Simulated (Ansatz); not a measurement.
**Cs: strong compression**

How does Cs (fcc type) answer strong compression, and how long do frozen cores keep up with all electrons? Methods of the runs shown: LAPW, crystal datasets and norm-conserving. Companion runs by PAW are cited. Its runs: the reference run (LAPW); volume scaled by 1 (crystal datasets and norm-conserving); volume scaled by 0.95 (LAPW); volume scaled by 0.85 (LAPW); volume scaled by 0.75 (LAPW and norm-conserving); volume scaled by 0.65 (LAPW); volume scaled by 0.55 (LAPW); volume scaled by 0.45 (LAPW and norm-conserving); volume scaled by 0.4 (LAPW, crystal datasets and norm-conserving).

This is Cs in the fcc structure; at room conditions it is bcc.

Computed with Ansatz 0.2.0 (DFT PBE, with the methods named in each step, unless a step's input says otherwise).

### 1 Starting point

The structure is cubic, space group Fm-3m (No. 225). The conventional cell has a = 7.754 Å, b = 7.754 Å, c = 7.754 Å, α = 90.00°, β = 90.00°, γ = 90.00°.

As a file:

```
Cs
1.0
     0.00000    3.87697    3.87697
     3.87697    0.00000    3.87697
     3.87697    3.87697    0.00000
Cs
1
Direct
  0.00000 0.00000 0.00000
```

Whether this phase is the stable one at these pressures isn't tested.

### 2 The reference volume, LAPW

input.yaml reads:

```yaml
crystal:
  lattice:
    - [0.0, 3.8769736737, 3.8769736737]
    - [3.8769736737, 0.0, 3.8769736737]
    - [3.8769736737, 3.8769736737, 0.0]
  atoms:
    - { symbol: Cs, position: [0.0, 0.0, 0.0] }
kpoints:
  mp_grid: { grid: [10, 10, 10] }
  band_path:
    path:
      - [0.0, 0.0, 0.0]
      - [0.5, 0.0, 0.5]
      - [0.625, 0.25, 0.625]
      - [0.375, 0.375, 0.75]
      - [0.0, 0.0, 0.0]
      - [0.5, 0.5, 0.5]
      - [0.5, 0.25, 0.75]
      - [0.5, 0.0, 0.5]
    npoints: 14
scf:
  occupations: { method: fermi_dirac, width: 0.05 }
hamiltonian:
  xc: pbe
  pseudopotentials: { kind: all_electron, lapw: { basis_error: 0.001 } }
output:
  forces: true
  stress: true
  eigenvalues: true
  populations: true
  dos: { projected: true, de: 0.2, e_range: [-14, 8] }
```

Command:

```sh
$ ansatz run input.yaml --threads 1 --pin off --max-ram 2048MiB --backend cpu --events-out ev --progress --plain --runs-dir out
```

### 3 Volume scaled by 1, crystal datasets

input.yaml reads:

```yaml
crystal:
  lattice:
    - [0.0, 3.8769736737, 3.8769736737]
    - [3.8769736737, 0.0, 3.8769736737]
    - [3.8769736737, 3.8769736737, 0.0]
  atoms:
    - { symbol: Cs, position: [0.0, 0.0, 0.0] }
kpoints:
  mp_grid: { grid: [10, 10, 10] }
scf:
  occupations: { method: fermi_dirac, width: 0.05 }
hamiltonian:
  xc: pbe
  pseudopotentials: { kind: all_electron, datasets: crystal }
output:
  forces: true
  stress: true
  eigenvalues: true
```

### 4 Volume scaled by 1, norm-conserving

input.yaml, as its differences from that of step 3:

```diff
@@ -13,3 +13,3 @@
   xc: pbe
-  pseudopotentials: { kind: all_electron, datasets: crystal }
+  pseudopotentials: { kind: nc }
 output:
```

### 5 Volume scaled by 0.95, LAPW

input.yaml reads:

```yaml
crystal:
  lattice:
    - [0.0, 3.8112495585, 3.8112495585]
    - [3.8112495585, 0.0, 3.8112495585]
    - [3.8112495585, 3.8112495585, 0.0]
  atoms:
    - { symbol: Cs, position: [0.0, 0.0, 0.0] }
kpoints:
  mp_grid: { grid: [10, 10, 10] }
scf:
  occupations: { method: fermi_dirac, width: 0.05 }
hamiltonian:
  xc: pbe
  pseudopotentials: { kind: all_electron, lapw: { basis_error: 0.001 } }
output:
  forces: true
  stress: true
  eigenvalues: true
  populations: true
```

### 6 Volume scaled by 0.85, LAPW

input.yaml, as its differences from that of step 5:

```diff
@@ -2,5 +2,5 @@
   lattice:
-    - [0.0, 3.8112495585, 3.8112495585]
-    - [3.8112495585, 0.0, 3.8112495585]
-    - [3.8112495585, 3.8112495585, 0.0]
+    - [0.0, 3.6725340175, 3.6725340175]
+    - [3.6725340175, 0.0, 3.6725340175]
+    - [3.6725340175, 3.6725340175, 0.0]
   atoms:
```

### 7 Volume scaled by 0.75, LAPW

input.yaml, as its differences from that of step 6:

```diff
@@ -2,5 +2,5 @@
   lattice:
-    - [0.0, 3.6725340175, 3.6725340175]
-    - [3.6725340175, 0.0, 3.6725340175]
-    - [3.6725340175, 3.6725340175, 0.0]
+    - [0.0, 3.5224643502, 3.5224643502]
+    - [3.5224643502, 0.0, 3.5224643502]
+    - [3.5224643502, 3.5224643502, 0.0]
   atoms:
```

### 8 Volume scaled by 0.75, norm-conserving

input.yaml, as its differences from that of step 7:

```diff
@@ -13,3 +13,3 @@
   xc: pbe
-  pseudopotentials: { kind: all_electron, lapw: { basis_error: 0.001 } }
+  pseudopotentials: { kind: nc }
 output:
@@ -18,2 +18 @@
   eigenvalues: true
-  populations: true
```

### 9 Volume scaled by 0.65, LAPW

input.yaml reads:

```yaml
crystal:
  lattice:
    - [0.0, 3.3583862065, 3.3583862065]
    - [3.3583862065, 0.0, 3.3583862065]
    - [3.3583862065, 3.3583862065, 0.0]
  atoms:
    - { symbol: Cs, position: [0.0, 0.0, 0.0] }
kpoints:
  mp_grid: { grid: [10, 10, 10] }
scf:
  occupations: { method: fermi_dirac, width: 0.05 }
hamiltonian:
  xc: pbe
  pseudopotentials: { kind: all_electron, lapw: { basis_error: 0.001 } }
output:
  forces: true
  stress: true
  eigenvalues: true
  populations: true
```

### 10 Volume scaled by 0.55, LAPW

input.yaml, as its differences from that of step 9:

```diff
@@ -2,5 +2,5 @@
   lattice:
-    - [0.0, 3.3583862065, 3.3583862065]
-    - [3.3583862065, 0.0, 3.3583862065]
-    - [3.3583862065, 3.3583862065, 0.0]
+    - [0.0, 3.1764869964, 3.1764869964]
+    - [3.1764869964, 0.0, 3.1764869964]
+    - [3.1764869964, 3.1764869964, 0.0]
   atoms:
```

### 11 Volume scaled by 0.45, LAPW

input.yaml, as its differences from that of step 10:

```diff
@@ -2,5 +2,5 @@
   lattice:
-    - [0.0, 3.1764869964, 3.1764869964]
-    - [3.1764869964, 0.0, 3.1764869964]
-    - [3.1764869964, 3.1764869964, 0.0]
+    - [0.0, 2.9709614953, 2.9709614953]
+    - [2.9709614953, 0.0, 2.9709614953]
+    - [2.9709614953, 2.9709614953, 0.0]
   atoms:
```

### 12 Volume scaled by 0.45, norm-conserving

input.yaml, as its differences from that of step 11:

```diff
@@ -13,3 +13,3 @@
   xc: pbe
-  pseudopotentials: { kind: all_electron, lapw: { basis_error: 0.001 } }
+  pseudopotentials: { kind: nc }
 output:
@@ -18,2 +18 @@
   eigenvalues: true
-  populations: true
```

### 13 Volume scaled by 0.4, LAPW

input.yaml reads:

```yaml
crystal:
  lattice:
    - [0.0, 2.8565786267, 2.8565786267]
    - [2.8565786267, 0.0, 2.8565786267]
    - [2.8565786267, 2.8565786267, 0.0]
  atoms:
    - { symbol: Cs, position: [0.0, 0.0, 0.0] }
kpoints:
  mp_grid: { grid: [10, 10, 10] }
  band_path:
    path:
      - [0.0, 0.0, 0.0]
      - [0.5, 0.0, 0.5]
      - [0.625, 0.25, 0.625]
      - [0.375, 0.375, 0.75]
      - [0.0, 0.0, 0.0]
      - [0.5, 0.5, 0.5]
      - [0.5, 0.25, 0.75]
      - [0.5, 0.0, 0.5]
    npoints: 8
scf:
  occupations: { method: fermi_dirac, width: 0.05 }
hamiltonian:
  xc: pbe
  pseudopotentials: { kind: all_electron, lapw: { basis_error: 0.001 } }
output:
  forces: true
  stress: true
  eigenvalues: true
  populations: true
  dos: { projected: true, de: 0.2, e_range: [-14, 8] }
```

### 14 Volume scaled by 0.4, crystal datasets

input.yaml reads:

```yaml
crystal:
  lattice:
    - [0.0, 2.8565786267, 2.8565786267]
    - [2.8565786267, 0.0, 2.8565786267]
    - [2.8565786267, 2.8565786267, 0.0]
  atoms:
    - { symbol: Cs, position: [0.0, 0.0, 0.0] }
kpoints:
  mp_grid: { grid: [10, 10, 10] }
scf:
  occupations: { method: fermi_dirac, width: 0.05 }
hamiltonian:
  xc: pbe
  pseudopotentials: { kind: all_electron, datasets: crystal }
output:
  forces: true
  stress: true
  eigenvalues: true
```

### 15 Volume scaled by 0.4, norm-conserving

input.yaml, as its differences from that of step 14:

```diff
@@ -13,3 +13,3 @@
   xc: pbe
-  pseudopotentials: { kind: all_electron, datasets: crystal }
+  pseudopotentials: { kind: nc }
 output:
```

(Steps that only read results are left out.)

What does the calculation give? Wanted: LAPW pressure at 0.4 of the volume; PAW pressure at 0.4 of the volume; PAW; crystal datasets pressure at 0.4 of the volume; norm-conserving pressure at 0.4 of the volume; fitted bulk modulus at zero pressure.

As calculated:

| quantity | value |
| --- | --- |
| LAPW pressure at 0.4 of the volume | 5.9 GPa |
| PAW pressure at 0.4 of the volume | 5.9 GPa |
| PAW (level accurate) pressure at 0.4 of the volume | 5.9 GPa |
| crystal datasets pressure at 0.4 of the volume | 5.9 GPa |
| norm-conserving pressure at 0.4 of the volume | 5.9 GPa |
| fitted bulk modulus at zero pressure (LAPW) | 1.7 GPa |
| its pressure derivative | 3.31 |

In words: At 0.4 of the starting volume LAPW gives 5.9 GPa. One third-order Birch-Murnaghan curve follows these points (B₀ = 1.7 GPa, B′ = 3.31, misfit at most 0.06 GPa). A fit over so wide a range leans to the high pressures, so B₀ can be off by several per cent. Where LAPW's pressure is over 3 GPa, PAW's departs from it by at most 0.1 %, at 0.4 of the volume. The ions are at rest, and the electrons smeared by 0.05 eV. Spin-orbit coupling is left out, though the cell holds Cs; in elements this heavy it can shift bands and gaps by tenths of an eV.
